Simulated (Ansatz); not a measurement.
# WS2 in Ansatz: relaxation of cell and atoms with RPBE+D3(BJ)

Aim: the relaxation of cell and atoms of WS2 with RPBE+D3(BJ).

All numbers are computed with Ansatz 0.2.0; they aren't measurements. Logs are shortened: lines on timing, memory, paths and dates and some standing lists are left out, and cuts for length are marked.

### 1 The slab as given

The cell holds a slab with vacuum, 9 atoms: a = 3.183 Å, b = 3.183 Å, c = 28.532 Å, α = 90.00°, β = 90.00°, γ = 120.00°.

### 2 Relaxation of cell and atoms, RPBE+D3(BJ)

input.yaml

```yaml
crystal:
  lattice:
    - [3.1829541699, 0.0, 0.0]
    - [-1.591477085, 2.7565191702, 0.0]
    - [0.0, 0.0, 28.53221786]
  atoms:
    - { symbol: W, position: [0.6666666667, 0.3333333333, 0.43436168] }
    - { symbol: W, position: [0.6666666667, 0.3333333333, 0.88553378] }
    - { symbol: W, position: [0.0, 0.0, 0.65928643] }
    - { symbol: S, position: [0.6666666667, 0.3333333333, 0.60462521] }
    - { symbol: S, position: [0.0, 0.0, 0.37971025] }
    - { symbol: S, position: [0.0, 0.0, 0.83084828] }
    - { symbol: S, position: [0.6666666667, 0.3333333333, 0.71395221] }
    - { symbol: S, position: [0.0, 0.0, 0.48903042] }
    - { symbol: S, position: [0.0, 0.0, 0.94018573] }
hamiltonian:
  xc: rpbe
  pseudopotentials: { kind: paw }
  dispersion: d3bj
kpoints:
  mp_grid: { grid: [7, 7, 1] }
scf:
  occupations: { method: fermi_dirac, width: 0.05 }
output:
  forces: true
  stress: true
  eigenvalues: true
relax:
  f_tol: 0.01
  max_steps: 40
  cell: { stress_tol: 0.05 }
```

Potentials or basis: Ansatz PAW.

The run is started by

```
$ ansatz run input.yaml --threads 4 --pin off --max-ram 11264MiB --backend cpu --events-out ev --progress --plain --runs-dir out
```

What it wrote:

```text
Warning: RAYON_NUM_THREADS=4 ignored (pool sized by the plan → 4); use --threads N
Engine: ansatz 0.2.0, aarch64-unknown-linux-gnu
Pseudopotentials: kind: paw
Pseudopotential: W, paw, valence charge 14, recommended cutoff 420 eV (normal), W.paw.azcp
Pseudopotential: S, paw, valence charge 6, recommended cutoff 420 eV (normal), S.paw.azcp
Functional definition: RPBE
  parameter kappa = 0.804
  parameter beta = 0.06672455060314922
  exchange = rpbe_x(kappa = kappa, mu = beta*pi^2/3)
  correlation = pbe_c(beta = beta)
Crystal: 9 atoms, lattice volume = 250.338 Å³
Basis set: ecut = 420 eV, 4931 PW (Γ), exchange–correlation on 48×48×384 points (8 copies of the dense FFT grid, shifted against one another)
Bands: 48, of which v1, the nominal top of the filled ones, is band 39 counted from 1 (38 counted from 0)
Symmetry: 6 space group operations
Space group: P3m1 (ITA 156), of the structure as read, at distance tolerance 6.3e-5 Å
k-points: 8 of 49 (time reversal used)
Non-local potential: W, projectors of the file, l = 0: 3, l = 1: 2, l = 2: 2, l = 3: 1
Non-local potential: S, projectors of the file, l = 0: 2, l = 1: 2, l = 2: 2
PAW form: soft (Blöchl's): semilocal exchange-correlation on the pseudo side does not see the compensation charge
PAW frozen core: W, regenerated for the run's functional, and the local potential with it (the file was generated under x = pbe(κ = 0.804, μ = 0.2195149727645171), c = pbe(β = 0.06672455060314922))
PAW frozen core: S, regenerated for the run's functional, and the local potential with it (the file was generated under x = pbe(κ = 0.804, μ = 0.2195149727645171), c = pbe(β = 0.06672455060314922))
PAW one-centre angular grid: W, 590 points (default); XC on 64 Gauss nodes
PAW one-centre angular grid: S, 110 points (default); XC on 64 Gauss nodes
Initial density: superposition of atomic densities (neutral atoms: chi_scale 0, normalization atom), corrected by the library's trained network
Initial wavefunctions: pseudopotential atomic-orbital guess
Functional: x = rpbe, c = pbe(β = 0.06672455060314922)
SCF iter   1: F=—  HF=-36651.010099 eV  |F-HF|=—  |Δ(HF+E_count)|=         —  Δρ=4.63e-3  dr2=8.16e-2  ethr=1.77e-3  ⟨swp⟩=7.9  Hψ=1788  notcnv=0
[... 511 lines left out ...]
  E_xc         = -1399.483207
  E_vxc        = -1259.394466  (∫ρ·V_xc dr)
  E_paw        = -29347.428436  (= ΣΔE_a)
  E_vpaw       = -402.369518  (= ΣTr[D̂ρ^β])
  E_aug_tail   = -0.000186  (compensation charges beyond the density's cutoff)
  E_ewald      = -5139.246820
  E_disp       = -22.140037  (pairwise vdW)
  E_core_change = -0.272132  (= ΣΔE_core)
  E_smearing   = -0.000122  (= −TS)
  E_closure    = 0.000000  (closes the sum)
  Σ components = -36652.653982   (vs F -36652.653982, Δ=0.00e0)
--- Forces (eV/Å), atoms counted from 1 ---
  atom   1  W      0.00000000    -0.00000000    -0.00003918
  atom   2  W      0.00000000    -0.00000000     0.00004524
  atom   3  W     -0.00000000    -0.00000000    -0.00000155
  atom   4  S      0.00000000    -0.00000000    -0.00093619
  atom   5  S     -0.00000000    -0.00000000    -0.00070755
  atom   6  S     -0.00000000     0.00000000    -0.00070161
  atom   7  S      0.00000000    -0.00000000     0.00093984
  atom   8  S     -0.00000000     0.00000000     0.00070618
  atom   9  S     -0.00000000    -0.00000000     0.00069756
  max |Σ_I F_I| component: 2.75e-6 eV/Å
--- Stress (GPa, compression-positive) ---
       -0.018964       0.000000       0.000000
       -0.000000      -0.018964      -0.000000
        0.000000      -0.000000      -0.026784
  P = ⅓ Tr σ = -0.0216 GPa (-0.216 kbar)
--- Band table (eV; the first three rows and the last of 8) ---
  k-point 0: bands = ["-60.0158", "-60.0139", "-60.0139", "-24.4501", "-24.4501", "-24.4495", "-24.0791", "-24.0791", "-24.0721", "-24.0721", "-24.0721", "-24.0721", "-2.2302", "-1.9094", "-1.6370", "-0.6024", "-0.1861", "0.3426", "5.6495", "6.6229", "7.1510", "10.0212", "10.5339", "11.0054", "11.0054", "11.0494", "11.0494", "11.0516", "11.0516", "12.3667", "12.3667", "12.3881", "12.4531", "12.4531", "12.5235", "12.5235", "12.8605", "14.2101", "14.5020", "16.7322", "16.7322", "16.8925", "16.8925", "17.0184", "17.0184", "17.0477", "17.0477", "17.1884"]
  k-point 1: bands = ["-60.0087", "-60.0068", "-60.0068", "-24.4283", "-24.4282", "-24.4276", "-24.1956", "-24.1884", "-24.1884", "-24.1056", "-24.0986", "-24.0986", "-1.8285", "-1.5166", "-1.2338", "-0.3786", "0.0012", "0.4731", "6.1161", "7.0312", "7.5691", "9.6358", "10.0125", "10.1148", "10.1469", "10.2402", "11.1031", "11.3730", "11.4376", "11.4665", "11.7767", "11.8719", "11.9495", "12.0750", "12.2107", "12.5230", "13.0572", "13.5583", "13.5700", "16.1519", "16.3922", "16.5600", "16.5834", "16.7182", "16.9427", "16.9433", "17.0163", "17.1902"]
  k-point 2: bands = ["-59.9928", "-59.9909", "-59.9909", "-24.4499", "-24.4423", "-24.4423", "-24.3790", "-24.3790", "-24.3782", "-24.1646", "-24.1575", "-24.1575", "-0.7704", "-0.5162", "-0.2143", "0.2214", "0.4782", "0.7866", "6.9507", "7.4835", "7.9024", "8.3800", "8.3945", "8.7960", "9.1590", "9.5350", "9.6456", "10.7982", "10.9107", "11.0195", "11.2356", "11.3755", "11.9890", "12.1134", "12.1894", "12.2986", "12.3745", "12.4572", "12.4898", "15.6231", "16.2975", "16.3968", "16.5050", "16.5578", "16.7489", "17.4243", "17.6463", "18.1285"]
  k-point 7: bands = ["-59.9748", "-59.9730", "-59.9730", "-24.5623", "-24.5545", "-24.5545", "-24.4010", "-24.3935", "-24.3935", "-24.3232", "-24.3232", "-24.3222", "0.9271", "0.9678", "1.1426", "1.1962", "1.2904", "1.3283", "7.1926", "7.1976", "7.3977", "7.4340", "7.4944", "7.5799", "8.7452", "8.8290", "9.0272", "9.1756", "9.1898", "9.6017", "9.7573", "10.4487", "10.4743", "10.8760", "11.1591", "11.7600", "13.1318", "13.3877", "13.5315", "15.9923", "16.1445", "16.4337", "16.6085", "16.7661", "17.7844", "17.7993", "17.9643", "18.1897"]
--- Relaxed structure (32 steps of the walk, 30 accepted, 1 SCFs on fresh bases) ---
  F+E_penalty+E_count = -36652.65398155 eV   max|allowed force component| = 9.395e-4 eV/Å   (the final SCF, on the basis selected at the relaxed cell)
  cell:  # Å, volume = 138.5977 Å³
    - [3.0074817315266134, 2.7276175289358694e-11, -1.7354005184045008e-16]
    - [-1.5037408657869284, 2.6045555809060197, 1.2435887863913045e-16]
    - [-1.5556248385215334e-15, 3.890752317037705e-16, 17.693727512193988]
  atoms:
    - { symbol: W, position: [0.6666666666666666, 0.3333333333333333, 0.3425611207835683] }
    - { symbol: W, position: [0.6666666666666666, 0.33333333333333326, 0.976890880283691] }
    - { symbol: W, position: [-2.332040251853545e-17, -1.4581881429158534e-19, 0.6597259912921415] }
    - { symbol: S, position: [0.6666666666666666, 0.33333333333333326, 0.56929915400207] }
    - { symbol: S, position: [-1.5074614573323663e-16, 4.232942892586976e-17, 0.252110951070925] }
    - { symbol: S, position: [3.150678405197362e-17, -1.842154767195726e-17, 0.8863788323314943] }
    - { symbol: S, position: [0.6666666666666666, 0.3333333333333333, 0.7501528224897719] }
    - { symbol: S, position: [-7.944716323193353e-17, 1.8563101424356807e-17, 0.4330731631268831] }
    - { symbol: S, position: [1.0278859938618713e-16, -4.218215278444013e-17, 1.067341074619455] }
```

It took 87 s on 4 threads of Arm Neoverse V2, shared host; peak memory 0.61 GiB.

Results:

```
Free energy                            : -36652.6540 eV
Relaxed volume                         : 15.40 Å³/atom
Relaxed cell                           : a = 3.007 Å, b = 3.007 Å, c = 17.694 Å, α = 90.00°, β = 90.00°, γ = 120.00°
Space group after relaxing (to 0.05 Å) : P-6m2 (No. 187)
Energy gained by relaxing              : 180.6 meV/atom
Ionic steps                            : 31
Band gap on the k mesh                 : 0.64 eV, indirect (least direct gap 2.22 eV)
```

Step by step:
```
step  energy change (eV)  largest force (eV/Å)  volume (Å³)
   1              0.0000                0.4380       250.34
   2             -0.9559                0.1705       225.18
   3             -1.1894                0.2697       213.34
   4             -1.3503                0.0985       204.38
   5             -1.3535                0.1911       203.22
   6             -1.3562                0.0030       202.96
   7             -1.3563                0.0027       202.82
   8             -1.3575                0.0331       199.89
   9             -1.3596                0.0518       195.10
  10             -1.3624                0.0600       190.36
  11             -1.3655                0.0453       185.98
  12             -1.3690                0.0583       182.04
  13             -1.3702                0.1914       177.61
  14             -1.3786                0.0707       174.33
  15             -1.3846                0.0652       170.59
  16             -1.3927                0.0520       166.90
  17             -1.4024                0.0590       164.01
  18             -1.4149                0.0724       160.44
  19             -1.4302                0.0990       157.24
  20             -1.4493                0.1409       154.20
  21             -1.4719                0.1467       151.24
  22             -1.4978                0.2417       148.62
  23             -1.5158                0.0656       147.45
  24             -1.5328                0.0828       146.00
  25             -1.5600                0.1076       143.94
  26             -1.5970                0.1322       141.28
  27             -1.6271                0.0603       139.28
  28             -1.6330                0.0139       138.43
  29             -1.6331                0.0084       138.58
  30             -1.6331                0.0001       138.60
  31             -1.6257                0.0009       138.60
```

Final structure:
```
W S
1.0
     3.00748    0.00000    0.00000
    -1.50374    2.60456    0.00000
     0.00000    0.00000   17.69373
W S
3 6
Cartesian
  1.5037 0.8682 6.0612
  1.5037 0.8682 17.2848
  0.0000 0.0000 11.6730
  1.5037 0.8682 10.0730
  0.0000 0.0000 4.4608
  0.0000 0.0000 15.6833
  1.5037 0.8682 13.2730
  0.0000 0.0000 7.6627
  0.0000 0.0000 18.8852
```

Caveat: the volume moved by over 15 % at a fixed basis, so the end points are rough; odd divisions of the mesh miss points on the zone boundary, where band edges often lie, so the gap on the mesh can be too wide; the plane-wave basis is chosen anew once the cell has moved, so the energies of steps on either side of that aren't comparable; spin-orbit coupling is left out, which moves the levels of the heavy elements; the PAW data sets come from PBE, with cores solved anew for the run's functional, which leaves a small shift of forces and pressure.
